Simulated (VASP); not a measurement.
Runs of VASP 6.6.1 on ZnS (Wurtzite-2H). Symmetry: P6_3mc, No. 186, hexagonal system. The conventional cell has a = 3.811 Å, b = 3.811 Å, c = 6.234 Å, α = 90.00°, β = 90.00°, γ = 120.00°. Zn (site symmetry 3m) has 4 S at 2.31 to 2.40 Å as nearest neighbours. S (site symmetry 3m) has 4 Zn at 2.31 to 2.40 Å as nearest neighbours. 

| task | level | potentials or basis | cell | k mesh | cutoff (eV) | grid for exact exchange (PRECFOCK) | exchange at q = 0 | mesh quality | gap on the mesh (eV) | pressure (GPa) | relaxed volume (Å³/atom) | largest force (eV/Å) |
| --- | --- | --- | --- | --- | --- | --- | --- | --- | --- | --- | --- | --- |
| band structure | RPBE | VASP PAW PBE potentials, release 64 (Zn, S) | as given | 8 × 8 × 5 | 520 | - | - | not flagged | (d) | 5.6 | - | 0.33 |
| relaxation of cell and atoms | PBE | VASP PAW PBE potentials, release 64 (Zn, S) | relaxed | 8 × 8 × 5 | 600 | - | - | not flagged | 2.08 | 0.0 | 20.22 | 0.01 |
| relaxation of cell and atoms | PBE | VASP PAW PBE potentials, release 64 (Zn_GW, S_GW) | relaxed | 8 × 8 × 5 | 630 | - | - | not flagged | 2.07 | 0.0 | 20.23 | - |
| relaxation of cell and atoms | PBE+D4 | VASP PAW PBE potentials, release 64 (Zn, S) | relaxed | 8 × 8 × 5 | 600 | - | - | not flagged | 2.23 | 0.0 | (b) | 0.01 |
| relaxation of cell and atoms | AM05 | VASP PAW PBE potentials, release 64 (Zn, S) | relaxed | 8 × 8 × 5 | 600 | - | - | not flagged | 2.24 | 0.0 | 19.41 | - |
| band structure | r2SCAN50 | VASP PAW PBE potentials, release 64 (Zn, S) | as given | 4 × 4 × 3 | 520 | Fast | default | coarse | (a) | 0.2 | - | 0.33 |
| band structure | rSCAN | VASP PAW PBE potentials, release 64 (Zn, S) | as given | 8 × 8 × 5 | 520 | - | - | not flagged | 2.80 | -0.1 | - | 0.32 |
| band structure | TPSS | VASP PAW PBE potentials, release 64 (Zn, S) | as given | 8 × 8 × 5 | 520 | - | - | not flagged | (c) | 1.7 | - | 0.31 |

Alike in all rows: no spin polarisation; smearing fermi-dirac 0.05 eV.

Q: Estimate the missing entries.

A: (a) 6.22; (b) 19.52; (c) 2.46; (d) 2.42.

Caveats: some runs use coarse meshes; the PAW data sets were made with another functional, which shifts forces and pressure a little (some runs); an odd mesh through Γ misses points on the zone boundary, where band edges often lie (some runs); an unscreened hybrid on a path of extra k points without a Coulomb cutoff has errors near the mesh points, so the bands along the path aren't reliable (some runs).

Not every run made on this cell is shown here.
